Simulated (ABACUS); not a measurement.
Crystal: Ir.

```
Ir
1.0
     0.00000    1.91560    1.91560
     1.91560    0.00000    1.91560
     1.91560    1.91560    0.00000
Ir
1
Direct
  0.00000 0.00000 0.00000
```

```yaml
Program: ABACUS 3.10.1
Task: relaxation of cell and atoms
Functional: BP86
Potentials_or_basis: Ansatz NC PBE
Cutoff: 925 eV
Density_cutoff: 3701 eV
Basis: plane waves
k_mesh: 10 × 10 × 10
Occupations: fermi-dirac, width 0.05 eV
Spin: no spin polarisation
```

At the start: pressure 14.6 GPa; volume 14.06 Å³/atom.

Task: Where does the relaxation end?

Result: Over 6 steps the energy falls by 24.4 meV/atom and the volume is 14.61 Å³/atom (+4.0 %); space group Fm-3m (No. 225, to 0.05 Å).

Step by step:
| step | energy change (eV) | largest force (eV/Å) | pressure (GPa) | volume (Å³) |
| --- | --- | --- | --- | --- |
| 1 | 0.0000 | 0.0000 | 14.59 | 14.06 |
| 2 | 0.2665 | 0.0000 | -34.66 | 16.93 |
| 3 | -0.0243 | 0.0000 | -0.97 | 14.66 |
| 4 | -0.0243 | 0.0000 | -0.96 | 14.66 |
| 5 | -0.0233 | 0.0000 | 2.91 | 14.49 |
| 6 | -0.0244 | 0.0000 | -0.07 | 14.61 |

Final structure:
```xyz
1
Lattice="0.0000 1.9405 1.9405 1.9405 0.0000 1.9405 1.9405 1.9405 0.0000" Properties=species:S:1:pos:R:3 pbc="T T T"
Ir    0.0000    0.0000    0.0000
```

Caveat: the potentials were made for another functional, which shifts forces and pressure.
